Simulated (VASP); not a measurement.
# C3H3 in VASP: relaxation of the atoms with PBE

Aim: the relaxation of the atoms of C3H3 with PBE.

Program: VASP 6.6.1. These are calculated values, not measurements. Logs are shortened: lines on timing, memory, paths and dates and some standing lists are left out, and cuts for length are marked.

### 1 The molecule as given

The cell holds a molecule in a box, 6 atoms: a = 11.000 Å, b = 9.000 Å, c = 8.000 Å, α = 90.00°, β = 90.00°, γ = 90.00°.

### 2 Relaxation of the atoms, PBE, collinear spin, ferromagnetic start

The input, INCAR:

```
PREC = Accurate
ENCUT = 500
EDIFF = 1E-6
ISMEAR = 0
SIGMA = 0.01
LREAL = F
LASPH = T
NELM = 60
ALGO = Normal
ISIF = 2
LWAVE = F
LCHARG = F
ISPIN = 2
MAGMOM = 0.167 0.167 0.167 0.167 0.167 0.167
LORBIT = 11
NUPDOWN = 1
GGA = PE
IBRION = 2
NSW = 60
EDIFFG = -0.01
ISYM = 0
NCORE = 2
```

The input, KPOINTS:

```
Automatic mesh
0
Gamma
  1 1 1
```

The input, POSCAR:

```
HC
1.0
   11.0000000000      0.0000000000      0.0000000000
    0.0000000000      9.0000000000      0.0000000000
    0.0000000000      0.0000000000      8.0000000000
C H
3 3
Direct
    0.3630303030      0.5000000000      0.5000000000
    0.4739393939      0.5000000000      0.5000000000
    0.5993939394      0.5000000000      0.5000000000
    0.2666666667      0.5000000000      0.5000000000
    0.6484848485      0.6033333333      0.5000000000
    0.6484848485      0.3966666667      0.5000000000
```

Potentials or basis: VASP PAW PBE potentials, release 64 (C, H).

Command:

```bash
cat potpaw_PBE.64/C/POTCAR potpaw_PBE.64/H/POTCAR > POTCAR
mpirun -np 4 vasp_gam > vasp.out
```

OUTCAR:

```text
PREC = Accurate
   ENCUT = 500
   EDIFF = 1E-6
   ISMEAR = 0
   LREAL = F
   LASPH = T
   NELM = 60
   ISIF = 2
   ISPIN = 2
   LORBIT = 11
   NUPDOWN = 1
   GGA = PE
   IBRION = 2
   NSW = 60
   EDIFFG = -0.01
   ISYM = 0

 ion  position               nearest neighbor table
   1  0.363  0.500  0.500-   4 1.06   2 1.22
   2  0.474  0.500  0.500-   1 1.22   3 1.38
   3  0.599  0.500  0.500-   5 1.08   6 1.08   2 1.38
   4  0.267  0.500  0.500-   1 1.06
   5  0.648  0.603  0.500-   3 1.08
   6  0.648  0.397  0.500-   3 1.08

IMPORTANT INFORMATION: All symmetrisations will be switched off!
NOSYMM: (Re-)initialisation of all symmetry stuff for point group C_1.

----------------------------------------------------------------------------------------

                                     Primitive cell

  volume of cell :     792.0000

  direct lattice vectors                    reciprocal lattice vectors
    11.000000000  0.000000000  0.000000000     0.090909091  0.000000000  0.000000000
     0.000000000  9.000000000  0.000000000     0.000000000  0.111111111  0.000000000
     0.000000000  0.000000000  8.000000000     0.000000000  0.000000000  0.125000000

  length of vectors
    11.000000000  9.000000000  8.000000000     0.090909091  0.111111111  0.125000000

  position of ions in fractional coordinates (direct lattice)
     0.363030303  0.500000000  0.500000000
     0.473939394  0.500000000  0.500000000
     0.599393939  0.500000000  0.500000000
     0.266666667  0.500000000  0.500000000
     0.648484848  0.603333333  0.500000000
     0.648484848  0.396666667  0.500000000

  ion indices of the primitive-cell ions
   primitive index   ion index
                 1           1
                 2           2
                 3           3
                 4           4
                 5           5
                 6           6

----------------------------------------------------------------------------------------

 KPOINTS: Automatic mesh

Automatic generation of k-mesh.
 Grid dimensions read from file:
 generate k-points for:    1    1    1

 Generating k-lattice:

  Cartesian coordinates                     Fractional coordinates (reciprocal lattice)
     0.090909091  0.000000000  0.000000000     1.000000000  0.000000000  0.000000000
     0.000000000  0.111111111  0.000000000     0.000000000  1.000000000  0.000000000
     0.000000000  0.000000000  0.125000000     0.000000000  0.000000000  1.000000000

  Length of vectors
[... 73 lines left out ...]

 Free energy of the ion-electron system (eV)
  ---------------------------------------------------
  ext. energy  EPLUGINS =         0.00000000
  ---------------------------------------------------
  free energy    TOTEN  =       -34.67298169 eV

  energy without entropy =      -34.67298169  energy(sigma->0) =      -34.67298169

------------------------ aborting loop because EDIFF is reached ----------------------------------------

  FORCE on cell =-STRESS in cart. coord.  units (eV):
  Direction    XX          YY          ZZ          XY          YZ          ZX
  --------------------------------------------------------------------------------------
  -------------------------------------------------------------------------------------
  Total        1.1790078      0.6408465     -0.0380948      0.0000002     -0.0000001     -0.0000001
  in kB        2.3850752      1.2964011     -0.0770638      0.0000005     -0.0000003     -0.0000001
  external PRESSURE =       1.2014708 kB  Pullay stress =       0.0000000 kB
[... 101 lines left out ...]
  FREE ENERGIE OF THE ION-ELECTRON SYSTEM (eV)
  ---------------------------------------------------
  free  energy   TOTEN  =       -34.6863437976 eV

  energy  without entropy=      -34.6863437976  energy(sigma->0) =      -34.68634380

[... ionic steps 4 to 16 ...]

--------------------------------------- Ionic step       17  -------------------------------------------

 number of electron      14.9999999 magnetization       1.0000000

------------------------ aborting loop because EDIFF is reached ----------------------------------------
[... 75 lines left out ...]
--------------------------------------- Ionic step       19  -------------------------------------------

 number of electron      14.9999999 magnetization       1.0000000

 Free energy of the ion-electron system (eV)
  ---------------------------------------------------
  ext. energy  EPLUGINS =         0.00000000
  ---------------------------------------------------
  free energy    TOTEN  =       -34.69111968 eV

  energy without entropy =      -34.69111968  energy(sigma->0) =      -34.69111968

 E-fermi :  -6.3295     XC(G=0):  -1.2804

 val. band max:       -4.8003820634   @ k =   0.0000   0.0000   0.0000
 cond. band min:      -3.2482303847   @ k =   0.0000   0.0000   0.0000
 fundamental gap:      1.5521516787
 Fermi energy:        -4.7094205985

 spin component 1

 k-point     1 :       0.0000    0.0000    0.0000
  band No.  band energies     occupation
      1     -19.2617      1.00000
      2     -17.0653      1.00000
      3     -12.9716      1.00000
      4     -11.3141      1.00000
      5     -10.7276      1.00000
      6      -8.0364      1.00000
      7      -6.5044      1.00000
      8      -4.8004      1.00000
      9      -0.5012      0.00000
     10      -0.1493      0.00000
     11       0.5512      0.00000
     12       0.7368      0.00000
 Fermi energy:        -6.3294987463

 spin component 2

 k-point     1 :       0.0000    0.0000    0.0000
  band No.  band energies     occupation
      1     -18.9714      1.00000
      2     -16.5385      1.00000
      3     -12.7676      1.00000
      4     -11.1565      1.00000
      5     -10.5744      1.00000
      6      -7.3812      1.00000
      7      -6.3961      1.00000
      8      -3.2482      0.00000
      9      -0.3823      0.00000
     10      -0.0947      0.00000
     11       0.6596      0.00000
     12       0.8219      0.00000
[... 31 lines left out ...]
  FREE ENERGIE OF THE ION-ELECTRON SYSTEM (eV)
  ---------------------------------------------------
  free  energy   TOTEN  =       -34.6911196774 eV

  energy  without entropy=      -34.6911196774  energy(sigma->0) =      -34.69111968

 reached required accuracy - stopping structural energy minimisation

 total charge

# of ion       s       p       d       tot
------------------------------------------
    1        0.893   1.726   0.000   2.619
    2        0.910   1.765   0.000   2.675
    3        0.850   1.736   0.000   2.586
    4        0.619   0.054   0.000   0.673
    5        0.633   0.047   0.000   0.680
    6        0.633   0.047   0.000   0.680
--------------------------------------------------
tot          4.538   5.375   0.000   9.913

 magnetization (x)

# of ion       s       p       d       tot
------------------------------------------
    1        0.014   0.237   0.000   0.251
    2       -0.010  -0.074   0.000  -0.084
    3        0.019   0.315   0.000   0.334
    4       -0.010   0.005   0.000  -0.005
    5       -0.012   0.005   0.000  -0.006
    6       -0.012   0.005   0.000  -0.006
--------------------------------------------------
tot         -0.010   0.493   0.000   0.483
```

It took 5.3 min on 4 MPI ranks of Intel Xeon Platinum 8488C (Sapphire Rapids), shared host; peak memory 0.35 GiB.

Results:

- Free energy: -34.6911 eV
- Energy gained by relaxing: 3.0 meV/atom
- Ionic steps: 19
- Largest force after relaxing: 0.008 eV/Å
- Net moment: 1.00 μB per cell
- Site moments: C +0.25, -0.08, +0.33; H -0.01 μB
- Valence electrons inside the program's atomic spheres: C 2.62, 2.67, 2.59; H 0.67, 0.68

Forces in eV/Å, atoms in the order of the input:
```
C    0.006  0.000  0.000
C   -0.007  0.000  0.000
C   -0.008  0.000  0.000
H    0.007  0.000  0.000
H    0.001 -0.002  0.000
H    0.001  0.002  0.000
```

The path:
| step | energy change (eV) | largest force (eV/Å) | pressure (GPa) |
| --- | --- | --- | --- |
| 1 | 0.0000 | 1.3963 | 0.12 |
| 2 | 0.4761 | 9.7906 | -0.07 |
| 3 | -0.0134 | 0.5695 | 0.06 |
| 4 | 0.0240 | 2.4309 | 0.06 |
| 5 | -0.0165 | 0.1646 | 0.05 |
| 6 | -0.0173 | 0.3159 | 0.01 |
| 7 | -0.0175 | 0.2108 | 0.02 |
| 8 | -0.0178 | 0.1605 | -0.01 |
| 9 | -0.0178 | 0.0752 | 0.00 |
| 10 | -0.0180 | 0.0343 | -0.01 |
| 11 | -0.0180 | 0.0376 | -0.01 |
| 12 | -0.0180 | 0.0322 | -0.01 |
| 13 | -0.0181 | 0.0942 | -0.01 |
| 14 | -0.0181 | 0.0860 | -0.01 |
| 15 | -0.0181 | 0.0588 | -0.01 |
| 16 | -0.0181 | 0.0350 | -0.01 |
| 17 | -0.0181 | 0.0350 | -0.01 |
| 18 | -0.0181 | 0.0281 | -0.01 |
| 19 | -0.0181 | 0.0081 | -0.01 |

Final structure:
```yaml
crystal:
  lattice:
    - [11.00000, 0.00000, 0.00000]
    - [0.00000, 9.00000, 0.00000]
    - [0.00000, 0.00000, 8.00000]
  atoms:
    - { symbol: C, position: [0.36250, 0.50000, 0.50000] }
    - { symbol: C, position: [0.47452, 0.50000, 0.50000] }
    - { symbol: C, position: [0.59867, 0.50000, 0.50000] }
    - { symbol: H, position: [0.26529, 0.50000, 0.50000] }
    - { symbol: H, position: [0.64951, 0.60392, 0.50000] }
    - { symbol: H, position: [0.64951, 0.39608, 0.50000] }
```

Caveat: the standard files for N, O and F lose accuracy on very short bonds; the total moment is fixed, so each spin has its own Fermi level.
